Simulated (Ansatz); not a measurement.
# Cu: a line through an energy map

Computed with Ansatz 0.2.0 (DFT PBE, scalar-relativistic, plane waves, PAW, unless a step's input says otherwise).

**1. The starting structure**

It takes space group P6_3/mmc (No. 194, hexagonal). The conventional cell has a = 2.568 Å, b = 2.568 Å, c = 4.193 Å, α = 90.00°, β = 90.00°, γ = 120.00°. Around Cu (site symmetry -6m2) lie 12 Cu at 2.57 Å.

Coordinates:

```
CELL_PARAMETERS angstrom
2.56757 0.00000 0.00000
-1.28378 2.22358 0.00000
0.00000 0.00000 4.19266
ATOMIC_POSITIONS crystal
Cu 0.33333 0.66667 0.25000
Cu 0.66667 0.33333 0.75000
```

It goes back to a database entry, which need not be the stable form.

It is the result of an earlier relaxation at this level (volume 11.97 Å³/atom; gap on the mesh: none (metal)).

**2. What is varied**

The energy is mapped over volume and the cell's shape.

The axes are (1) volume per atom: 5 values from 10.53 to 13.40 Å³; (2) c/a of the conventional cell: 5 values from 1.447 to 1.842.

Nothing else is relaxed (symmetry fixes all fractional coordinates). Energies count from the relaxed crystal. Points are written as (first, second).

**3. Grid point (12.69 Å³, 1.447)**

Input file input.yaml:

```yaml
crystal:
  lattice:
    - [2.7252844251, 0.0, 0.0]
    - [-1.3626422126, 2.3601655447, 0.0]
    - [0.0, 0.0, 3.9445766769]
  atoms:
    - { symbol: Cu, position: [0.3333333333, 0.6666666667, 0.25] }
    - { symbol: Cu, position: [0.6666666667, 0.3333333333, 0.75] }
basis:
  ecutwfc: 520.0
kpoints:
  mp_grid: { grid: [21, 21, 12] }
hamiltonian:
  xc: pbe
scf:
  occupations: { method: gaussian, width: 0.15 }
output:
  forces: true
  stress: true
  eigenvalues: true
```

On the command line:

```sh
ansatz run input.yaml --threads 1 --pin off --max-ram 2048MiB --backend cpu --events-out ev --progress --plain --runs-dir out
```

**Question.** How long does this run take on 1 thread of Arm Neoverse V2, shared host, and how much memory does it need?

About 10 s, with a peak of 0.46 GiB.
